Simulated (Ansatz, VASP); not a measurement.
# Two plane-wave programs on MgS

```
S Mg
1.0
     0.00000    2.86145    2.83312
     2.86145    0.00000    2.83312
     2.86145    2.86145    0.00000
S Mg
1 1
Direct
  0.25000 0.25000 0.25000
  0.00000 0.00000 0.00000
```

The cell comes from a database or a generator and needn't be the stable form of this composition.

Alike in both runs: functional PBEsol; k mesh 7 × 7 × 7; occupations fermi-dirac, width 0.05 eV; no spin polarisation.

|  | VASP | Ansatz |
| --- | --- | --- |
| version | VASP 6.6.1 | Ansatz 0.2.0 |
| potentials or method | VASP PAW PBE potentials, release 64 (S, Mg) | Ansatz PAW |
| plane-wave cutoff (eV) | 520 | 420 |
| valence electrons in the cell | 8 | 16 |
| task | single point | band structure |

|  | VASP | Ansatz | Ansatz less VASP |
| --- | --- | --- | --- |
| gap on the k mesh at the Fermi level (eV) | 3.17 | 3.17 | -0.002 |
| least direct gap on the mesh (eV) | 3.17 | 3.17 | -0.002 |
| pressure (GPa) | -1.6 | -1.5 | +0.10 |
| largest component of the traceless stress (GPa) | 0.14 | 0.14 | -0.001 |

With one functional, cell and mesh, what is left measures potentials, basis and numerics. The two sets of potentials don't hold the same shells in valence.

Caveats: the PAW data sets were made with another functional, which shifts forces and pressure a little (VASP); the PAW data sets come from PBE, with cores solved anew for the run's functional, which leaves a small shift of forces and pressure (Ansatz). PBEsol gaps usually lie below the measured ones, often by a third to a half.
